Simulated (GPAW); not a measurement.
Wanted: an ASE script for a GPAW 26.7.0 run.

| Quantity | Value |
| --- | --- |
| Task | Fermi surface |
| Functional | TPSS |
| Potentials or basis | GPAW PAW data sets (gpaw-data 1.2.1) |
| Cutoff | 600 eV |
| Basis | pw |
| k mesh | 11 × 11 × 11 |
| Occupations | fermi-dirac, width 0.05 eV |
| Spin | no spin polarisation |
| Eigensolver | davidson |
| Maxiter | 150 |
| Fermi k mesh | 18 × 18 × 18 |

The structure of Al lies in POSCAR:

```
Al
1.0
    0.0000000000      2.0248050000      2.0248050000
    2.0248050000      0.0000000000      2.0248050000
    2.0248050000      2.0248050000      0.0000000000
Al
1
Direct
    0.0000000000      0.0000000000      0.0000000000
```

These files were run (other wordings do the same):

run.py

```python
import json
import numpy as np
from ase.dft.bandgap import bandgap
from ase.io import read, write
from ase.units import GPa
from gpaw import GPAW, PW

atoms = read('POSCAR')

calc = GPAW(mode=PW(600),
            xc='MGGA_X_TPSS+MGGA_C_TPSS',
            kpts={'size': (11, 11, 11), 'gamma': True},
            occupations={'name': 'fermi-dirac', 'width': 0.05},
            nbands=7,
            convergence={'density': 1e-05, 'energy': 1e-05},
            eigensolver='davidson',
            maxiter=150,
            txt='gpaw.txt')
atoms.calc = calc
energy = atoms.get_potential_energy()
forces = atoms.get_forces()
stress = atoms.get_stress()
calc.write('gs.gpw')
write('result.traj', atoms)
print(f'Energy: {energy:.6f} eV')
print('Forces (eV/A):')
print(forces.round(4))
print('Stress (GPa):', (stress / GPa).round(3))
print('Fermi level:', round(calc.get_fermi_level(), 4), 'eV')
print(f'Gap: {bandgap(calc)[0]:.4f} eV, direct: {bandgap(calc, direct=True)[0]:.4f} eV')

size = (18, 18, 18)
dense = calc.fixed_density(kpts={'size': size, 'gamma': True}, update_fermi_level=True,
                           convergence={'bands': 'CBM+2.0', 'eigenstates': 1e-7}, txt='dense.txt')
ef = dense.get_fermi_level()
index = np.round(dense.get_bz_k_points() * size).astype(int) % size
recip = 2 * np.pi * atoms.cell.reciprocal()
sheets = []
for s, e_kn in enumerate(dense.eigenvalues()):
    for n in range(e_kn.shape[1] - 2):
        if e_kn[:, n].min() < ef < e_kn[:, n].max():
            e = np.empty(size)
            e[tuple(index.T)] = e_kn[dense.get_bz_to_ibz_map(), n] - ef
            de = np.array([(np.roll(e, -1, c) - np.roll(e, 1, c)) * size[c] / 2 for c in range(3)])
            v = np.linalg.norm(np.einsum('vc,cxyz->vxyz', np.linalg.inv(recip), de), axis=0)
            w = np.exp(-(e / 0.1)**2) / (0.1 * np.pi**0.5)
            sheets.append({'spin': s, 'band': n, 'filled': (e < 0).mean(), 'dos': w.mean(), 'bottom': e.min(), 'top': e.max(),
                           'velocity': (w * v).sum() / w.sum() * 1.519267e5, 'slice': e[:, :, 0].round(3).tolist()})
            print(f'spin {s} band {n}: filled share {sheets[-1]["filled"]:.3f}, from {e.min():.3f} to {e.max():.3f} eV,',
                  f'{w.mean():.3f} states/eV, mean velocity {sheets[-1]["velocity"]:.3e} m/s')
print('Fermi level on the dense mesh:', round(ef, 4), 'eV,', len(sheets), 'sheets')
json.dump({'ef': ef, 'sheets': sheets}, open('fermi.json', 'w'))
```

Potentials or basis: GPAW PAW data sets (gpaw-data 1.2.1), pw.

Run with:

```sh
$ OMP_NUM_THREADS=1 python run.py
```

Results of the run:

* Pressure: -1.9 GPa
* Band gap on the k mesh: none (metal or under the smearing width)

Caveat: the PAW data sets were made with another functional, which shifts forces and pressure a little.

Run time: 52 s on 1 thread of AMD EPYC 7B13 (Zen 3) (shared host), peak memory 0.2 GiB.
